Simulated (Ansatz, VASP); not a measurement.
One calculation of Pd, two programs

```
Pd
1.0
     4.47028    0.00000    0.00000
    -2.23514    3.87138    0.00000
     0.00000    0.00000    2.66613
Pd
3
Cartesian
  1.4902 0.0000 0.8887
  -0.7451 1.2905 1.7774
  1.4900 2.5808 0.0000
```

Alike in both runs: functional PBE; k mesh 6 × 6 × 4; occupations gaussian, width 0.1 eV; no spin polarisation.

Ansatz relaxed the structure, and its values are those at the end. VASP's run is a single point on that final structure, the one shown.

```csv
,VASP,Ansatz
version,VASP 6.6.1,Ansatz 0.2.0
potentials or method,"VASP PAW PBE potentials, release 64 (Pd)","scalar-relativistic, plane waves, PAW"
plane-wave cutoff (eV),520,420
valence electrons in the cell,30,54
```

|  | VASP | Ansatz | Ansatz less VASP |
| --- | --- | --- | --- |
| gap on the k mesh at the Fermi level (eV) | none | none | - |
| pressure (GPa) | -0.4 | -0.1 | +0.33 |

A gap of «none» marks a metal or a gap that the smearing closes. The two sets of potentials don't hold the same shells in valence.

Caveats: the k mesh is coarse (spacing up to 0.59 Å⁻¹), so the values aren't converged.
